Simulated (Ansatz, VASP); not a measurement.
# SnSe2 in VASP and in Ansatz

File INCAR:

```
ALGO     = Normal         # electronic algorithm
EDIFF    = 1E-7           # SCF threshold, eV
ENCUT    = 520            # plane-wave cutoff, eV
GGA      = PS             # functional
ISIF     = 2              # what is computed and relaxed
ISMEAR   = 0              # smearing method
LASPH    = True           # aspherical terms in the spheres
LCHARG   = True           # write CHGCAR
LELF     = True           # ELF
LREAL    = False          # projectors in reciprocal space
LVHAR    = True         
LWAVE    = False          # write WAVECAR
NBANDS   = 20             # bands
NELM     = 60             # most SCF steps
PREC     = Accurate       # precision mode
SIGMA    = 0.05           # smearing width, eV
```

KPOINTS

```
k-points
0
Gamma
  6 6 4
```

Contents of POSCAR:

```
SnSe2
1.0
    3.8109987816      0.0000000000      0.0000000000
   -1.9054993908      3.3004217586      0.0000000000
    0.0000000000      0.0000000000      6.1370000000
Sn Se
1 2
Direct
    0.0000000000      0.0000000000      0.0000000000
    0.2894332246      0.6345295566      0.2500000000
    0.6666666667      0.3333333333      0.7500000000
```

Input for Ansatz:

```yaml
crystal:
  lattice:
    - [3.8109987816, 0.0, 0.0]
    - [-1.9054993908, 3.3004217586, 0.0]
    - [0.0, 0.0, 6.137]
  atoms:
    - { symbol: Sn, position: [0.0, 0.0, 0.0] }
    - { symbol: Se, position: [0.2894332246, 0.6345295566, 0.25] }
    - { symbol: Se, position: [0.6666666667, 0.3333333333, 0.75] }
basis:
  ecutwfc: 420
kpoints:
  mp_grid: { grid: [6, 6, 4] }
hamiltonian:
  xc: pbesol
scf:
  occupations: { method: gaussian, width: 0.05 }
output:
  forces: true
  stress: true
  eigenvalues: true
```

Alike in both runs: task single point; functional PBEsol; k mesh 6 × 6 × 4; occupations gaussian, width 0.05 eV; no spin polarisation.

|  | VASP | Ansatz |
| --- | --- | --- |
| version | VASP 6.6.1 | Ansatz 0.2.0 |
| potentials or method | VASP PAW PBE potentials, release 64 (Sn_d, Se) | scalar-relativistic, plane waves, PAW |
| plane-wave cutoff (eV) | 520 | 420 |
| valence electrons in the cell | 26 | 46 |

VASP gave:

```
gap on the k mesh at the Fermi level (eV)       : 0.56
least direct gap on the mesh (eV)               : 0.97
pressure (GPa)                                  : 2.7
largest component of the traceless stress (GPa) : 1.33
rms of the force components (eV/Å)              : 0.369
```

Task: What did Ansatz give for the same quantities?

Result: gap on the k mesh at the Fermi level (eV): 0.56; least direct gap on the mesh (eV): 0.98; pressure (GPa): 2.6; largest component of the traceless stress (GPa): 1.33; rms of the force components (eV/Å): 0.360.

Atom by atom the forces differ by 0.011 eV/Å (rms over components). The two sets of potentials don't hold the same shells in valence.

Caveats: the PAW data sets were made with another functional, which shifts forces and pressure a little (VASP); spin-orbit coupling is left out, which moves the levels of the heavy elements; the cell's inner coordinates are idealised or old, which leaves forces on the atoms. A k mesh can miss the band edges.
